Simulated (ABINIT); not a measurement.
Sb:

```
Sb
1.0
     0.00000    2.37124    2.37124
     2.37124    0.00000    2.37124
     2.37124    2.37124    0.00000
Sb
1
Direct
  0.00000 0.00000 0.00000
```

This isn't the form of Sb at room conditions, which is rhombohedral.

| Quantity | Value |
| --- | --- |
| Program | ABINIT 10.8.3 (patched build) |
| Task | relaxation of cell and atoms |
| Functional | LDA |
| Potentials or basis | PseudoDojo NC SR LDA v0.4.1 standard |
| Cutoff | 1143 eV |
| k mesh | 8 × 8 × 8 |
| Occupations | fermi-dirac, width 0.05 eV |
| Spin | no spin polarisation |

At the start: pressure -1.7 GPa; volume 26.67 Å³/atom.

Q: Where does the relaxation end?

A: Over 4 steps the energy falls by 3.6 meV/atom and the volume is 26.01 Å³/atom (-2.5 %); space group Fm-3m (No. 225, to 0.05 Å).

The path:
```csv
step,energy change (eV),largest force (eV/Å),pressure (GPa),volume (Å³)
1,0.0000,0.0000,-1.71,26.67
2,-0.0013,0.0000,-1.36,26.53
3,-0.0036,0.0000,0.05,25.99
4,-0.0036,0.0000,0.00,26.01
```

Final structure:
```yaml
crystal:
  lattice:
    - [0.00000, 2.35156, 2.35156]
    - [2.35156, 0.00000, 2.35156]
    - [2.35156, 2.35156, 0.00000]
  atoms:
    - { symbol: Sb, position: [0.00000, 0.00000, 0.00000] }
```
